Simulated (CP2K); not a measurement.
P: band structure with PBEsol

The system is P, a slab with vacuum.

```xyz
4
Lattice="3.2837 0.0000 0.0000 0.0000 34.8570 0.0000 0.0000 0.0000 4.6321" Properties=species:S:1:pos:R:3 pbc="T T T"
P     1.6419   33.8204    4.2052
P     1.6419    1.0366    0.4268
P     0.0000    1.0366    1.8892
P     0.0000   33.8204    2.7429
```

```yaml
Program: CP2K 2026.2
Task: band structure
Functional: PBEsol
Potentials_or_basis: POTENTIAL_UZH P GTH-PBE-q5; TZVP-MOLOPT-PBE-GTH basis
Density_cutoff: 9184 eV
k_mesh: 8 × 1 × 6
Occupations: fermi-dirac, width 0.05 eV
Spin: no spin polarisation
SCF_solver: diagonalisation with k points
Quickstep_method: GPW
EPS_DEFAULT: 1.0E-10
EPS_SCF: 1.0E-6
MAX_SCF: 100
SCF_GUESS: ATOMIC
k_points_reduced_by_the_point_group: yes
Mesh_centred_on_Gamma: yes
CHOLESKY: OFF
EPS_EIGVAL: 1.0E-7
MIXING_METHOD: BROYDEN_MIXING
MIXING_ALPHA: 0.4
NBUFFER: 8
NGRIDS: 4
Basis_sets: P TZVP-MOLOPT-PBE-GTH-q5
Potentials: P GTH-PBE-q5 of POTENTIAL_UZH
ADDED_MOS: "[14]"
Points_a_segment_of_the_path_NPOINTS: 6
Bands_added_on_the_path: 4
MPI_ranks: 4
REL_CUTOFF_Ry: 60 Ry
MIXING_BETA_1/bohr: 1.5 1/bohr
CUTOFF_of_the_grids: 675 Ry
```

| Item | Value |
| --- | --- |
| Largest force | 0.404 eV/Å |
| Band gap along the path | 0.85 eV, direct |

Forces on the atoms (eV/Å):
```
P    0.000 -0.221  0.338
P    0.000  0.221 -0.338
P    0.000  0.221  0.338
P    0.000 -0.221 -0.338
```

Stress tensor (GPa, compression positive):
```
0.09 0.00 0.00
0.00 0.28 0.00
0.00 0.00 0.17
```

Levels at the corners of the path, in eV from the valence-band top:
```
point  band 6  band 7  band 8  band 9  band 10  band 11  band 12  band 13  band 14  band 15
    Γ   -4.71   -3.68   -2.07   -1.70     0.00     0.85     1.63     2.53     3.16     6.03
    X   -5.34   -2.84   -2.84   -2.03    -2.03     1.14     1.14     2.17     2.17     3.86
    S   -5.27   -4.68   -4.68   -1.09    -1.09     2.48     2.48     3.82     3.82     5.53
    Y   -2.99   -2.89   -2.89   -1.51    -1.51     2.03     2.03     3.67     3.67     3.90
    Γ   -4.71   -3.68   -2.07   -1.70     0.00     0.85     1.63     2.53     3.16     6.03
    Z   -4.71   -3.68   -2.07   -1.70     0.00     0.85     1.63     2.53     3.16     6.03
    U   -5.34   -2.84   -2.84   -2.03    -2.03     1.14     1.14     2.17     2.17     3.86
    R   -5.27   -4.68   -4.68   -1.09    -1.09     2.48     2.48     3.82     3.82     5.53
    T   -2.99   -2.89   -2.89   -1.51    -1.51     2.03     2.03     3.67     3.67     3.90
    Z   -4.71   -3.68   -2.07   -1.70     0.00     0.85     1.63     2.53     3.16     6.03
    Y   -2.99   -2.89   -2.89   -1.51    -1.51     2.03     2.03     3.67     3.67     3.90
    T   -2.99   -2.89   -2.89   -1.51    -1.51     2.03     2.03     3.67     3.67     3.90
    U   -5.34   -2.84   -2.84   -2.03    -2.03     1.14     1.14     2.17     2.17     3.86
    X   -5.34   -2.84   -2.84   -2.03    -2.03     1.14     1.14     2.17     2.17     3.86
    S   -5.27   -4.68   -4.68   -1.09    -1.09     2.48     2.48     3.82     3.82     5.53
    R   -5.27   -4.68   -4.68   -1.09    -1.09     2.48     2.48     3.82     3.82     5.53
```

Run time: 14 s on 4 MPI ranks on Arm Neoverse V1, on a shared host.

Caveat: the potentials were made for another functional, which shifts forces and pressure; the basis of atomic orbitals isn't converged, which shifts pressures, moduli and gaps.
